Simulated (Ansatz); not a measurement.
# Gd: strong compression

How does Gd (bcc type) answer strong compression? The runs shown use PAW. Its runs: cell relaxed at zero pressure (PAW); volume scaled by 1 (PAW); volume scaled by 0.95 (PAW); volume scaled by 0.85 (PAW); volume scaled by 0.75 (PAW); volume scaled by 0.65 (PAW); volume scaled by 0.55 (PAW); volume scaled by 0.45 (PAW); volume scaled by 0.4 (PAW and PAW (source ansatz)).

Computed with Ansatz 0.2.0 (DFT PBEsol, with the methods named in each step, unless a step's input says otherwise).

4 further runs of the same task are left out: 4 that didn't finish. Runs told in other sessions of the task aren't counted.

**1. Starting point**

The structure is cubic, space group Im-3m (No. 229). Conventional cell: a = 3.944 Å, b = 3.944 Å, c = 3.944 Å, α = 90.00°, β = 90.00°, γ = 90.00°. Gd (site symmetry m-3m) has 8 Gd at 3.42 Å in its first shell of neighbours.

Structure file:

```cif
data_structure
_symmetry_space_group_name_H-M 'P 1'
_symmetry_Int_Tables_number 1
_cell_length_a 3.4154
_cell_length_b 3.4154
_cell_length_c 3.4154
_cell_angle_alpha 109.471
_cell_angle_beta 109.471
_cell_angle_gamma 109.471
_cell_volume 30.67
loop_
_atom_site_label
_atom_site_type_symbol
_atom_site_fract_x
_atom_site_fract_y
_atom_site_fract_z
_atom_site_occupancy
Gd1 Gd 0.00000 0.00000 0.00000 1
```

Whether this phase is the stable one at these pressures isn't tested.

**2. Cell relaxed at zero pressure, PAW**

input.yaml reads:

```yaml
crystal:
  lattice:
    - [-1.9718986737, 1.9718986737, 1.9718986737]
    - [1.9718986737, -1.9718986737, 1.9718986737]
    - [1.9718986737, 1.9718986737, -1.9718986737]
  atoms:
    - { symbol: Gd, position: [0.0, 0.0, 0.0], spin: 7.0 }
magnetization:
  spin_polarized: true
kpoints:
  mp_grid: { grid: [14, 14, 14] }
scf:
  occupations: { method: fermi_dirac, width: 0.08 }
hamiltonian:
  xc: pbesol
  pseudopotentials: { kind: paw }
output:
  forces: true
  stress: true
relax:
  f_tol: 0.005
  max_steps: 40
  cell: {}
```

Launch:

```console
$ ansatz run input.yaml --threads 1 --pin off --max-ram 3072MiB --backend cpu --events-out ev --progress --plain --runs-dir out
```

Further steps of the session: Volume scaled by 1, PAW; Volume scaled by 0.95, PAW; Volume scaled by 0.85, PAW; Volume scaled by 0.75, PAW; Volume scaled by 0.65, PAW; Volume scaled by 0.55, PAW; Volume scaled by 0.45, PAW; Volume scaled by 0.4, PAW; Volume scaled by 0.4, PAW (source ansatz).

Q: Predict the outcome of this session. Wanted: PAW pressure at 0.4 of the volume; fitted bulk modulus at zero pressure.

**Answer**, as computed:

| quantity | value |
| --- | --- |
| PAW pressure at 0.4 of the volume | 147.4 GPa |
| fitted bulk modulus at zero pressure (PAW) | 30 GPa |
| its pressure derivative | 3.68 |

In words: At 0.4 of the starting volume PAW gives 147 GPa. A third-order Birch-Murnaghan curve fits the range only roughly (B₀ = 30 GPa, B′ = 3.68, misfit at most 2.65 GPa). A fit over so wide a range leans to the high pressures, so B₀ can be off by several per cent. The largest moment goes from 7.32 to 6.32 μB. No all-electron run checks these rows here, and frozen cores can fail under such compression. The ions are at rest, and the electrons smeared by 0.08 eV. Other magnetic orders may lie lower; this is the state that the run reached. Spin-orbit coupling is left out, though the cell holds Gd; in elements this heavy it can shift bands and gaps by tenths of an eV.
